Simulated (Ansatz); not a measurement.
BeO (wurtzite)

```
CELL_PARAMETERS angstrom
      5.42363     0.00000     0.00000
     -1.35591     2.34850     0.00000
      0.00000     0.00000     4.40456
ATOMIC_POSITIONS crystal
  Be 0.33333 0.33333 0.00149
  Be 0.83333 0.33333 0.00149
  Be 0.16667 0.66667 0.50149
  Be 0.66667 0.66667 0.50149
  O  0.33333 0.33333 0.62371
  O  0.83333 0.33333 0.62371
  O  0.16667 0.66667 0.12371
  O  0.66667 0.66667 0.12371
```

A phonon eigenvector at M = (0.5, 0.0, 0.0) is frozen into this cell: atom i moves by Q times the vector below, so Q is the largest atomic displacement, in Å. The cell is held. (q is in reciprocal vectors of the primitive cell; the cell shown is doubled to hold the pattern.)

```
atom       x       y       z
----  ------  ------  ------
Be1   -0.063  -0.037   0.960
Be2    0.063   0.037  -0.960
Be3    0.063   0.037   0.960
Be4   -0.063  -0.037  -0.960
O5     0.091   0.053   0.994
O6    -0.091  -0.053  -0.994
O7    -0.091  -0.053   0.994
O8     0.091   0.053  -0.994
```

Computed with PBE (plane waves to 420 eV, PAW, scalar-relativistic; Ansatz, a program for electronic structure). k mesh 7×14×8 (Γ-centred), Fermi-Dirac smearing 0.05 eV. BeO was relaxed with its symmetry unable to fall. 

```json
[
 {"Q (Å)": "-0.280", "−dE/dQ from forces (eV/Å)": "16.336"},
 {"Q (Å)": "-0.233", "−dE/dQ from forces (eV/Å)": "13.767"},
 {"Q (Å)": "-0.187", "−dE/dQ from forces (eV/Å)": "11.131"},
 {"Q (Å)": "-0.140", "−dE/dQ from forces (eV/Å)": "8.428"},
 {"Q (Å)": "-0.093", "−dE/dQ from forces (eV/Å)": "5.662"},
 {"Q (Å)": "-0.047", "−dE/dQ from forces (eV/Å)": "2.846"},
 {"Q (Å)": "0.000", "−dE/dQ from forces (eV/Å)": "0.000"},
 {"Q (Å)": "0.047", "−dE/dQ from forces (eV/Å)": "-2.846"},
 {"Q (Å)": "0.093", "−dE/dQ from forces (eV/Å)": "-5.662"},
 {"Q (Å)": "0.140", "−dE/dQ from forces (eV/Å)": "-8.428"},
 {"Q (Å)": "0.187", "−dE/dQ from forces (eV/Å)": "-11.131"},
 {"Q (Å)": "0.233", "−dE/dQ from forces (eV/Å)": "-13.767"},
 {"Q (Å)": "0.280", "−dE/dQ from forces (eV/Å)": "-16.336"}
]
```

Question: What harmonic wavenumber does the curvature at Q = 0 give?

Answer: 413 cm⁻¹. E″ = 61.08 eV/Å², M = Σ mᵢ|uᵢ|² = 97.4 u, ν̃ = 521.5·√(|E″|/M).

(For displaced atoms, the force is minus the slope of the energy, and its curvature is a force constant, which sets phonon frequencies.)
